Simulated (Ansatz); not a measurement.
Cu:

```
CELL_PARAMETERS angstrom
0.00000 1.80750 1.80750
1.80750 0.00000 1.80750
1.80750 1.80750 0.00000
ATOMIC_POSITIONS crystal
Cu 0.00000 0.00000 0.00000
```

```yaml
Program: Ansatz 0.2.0
Task: relaxation of cell and atoms
Functional: HF
Potentials_or_basis: Ansatz PAW
Cutoff: "420 eV (not typed: the program's choice for these potentials)"
k_mesh: 7 × 7 × 7
Occupations: fermi-dirac, width 0.05 eV
Spin: no spin polarisation
```

At the start: volume 11.81 Å³/atom.

Q: Where does the relaxation end?

A: It ends after 10 steps and the volume is 15.51 Å³/atom (+31.3 %); space group Fm-3m (No. 225, to 0.05 Å).

Step by step:
```
step  energy change (eV)  largest force (eV/Å)  volume (Å³)
   1              0.0000                0.0000        11.81
   2             -0.1022                0.0000        12.81
   3             -0.1717                0.0000        14.43
   4             -0.1815                0.0000        15.47
   5             -0.1788                0.0000        16.07
   6             -0.1792                0.0000        16.02
   7             -0.2064                0.0000        16.02
   8             -0.2137                0.0000        15.54
   9             -0.2140                0.0000        15.51
  10             -0.2086                0.0000        15.51
```

Final structure:
```
Cu
1.0
     0.00000    1.97941    1.97941
     1.97941    0.00000    1.97941
     1.97941    1.97941    0.00000
Cu
1
Cartesian
  0.0000 0.0000 0.0000
```

Caveat: the k mesh is coarse (spacing up to 0.43 Å⁻¹), so the values aren't converged, least of all with exact exchange; the volume moved by over 15 % at a fixed basis, so the end points are rough; the plane-wave basis is chosen anew once the cell has moved, so the energies of steps on either side of that aren't comparable; the pressure holds a Pulay correction of +1.7 GPa for the finite cutoff; the volume moved by +31 % from the deposited cell, more than functionals usually miss; the PAW data sets come from PBE, with cores solved anew for the run's functional, which leaves a small shift of forces and pressure.
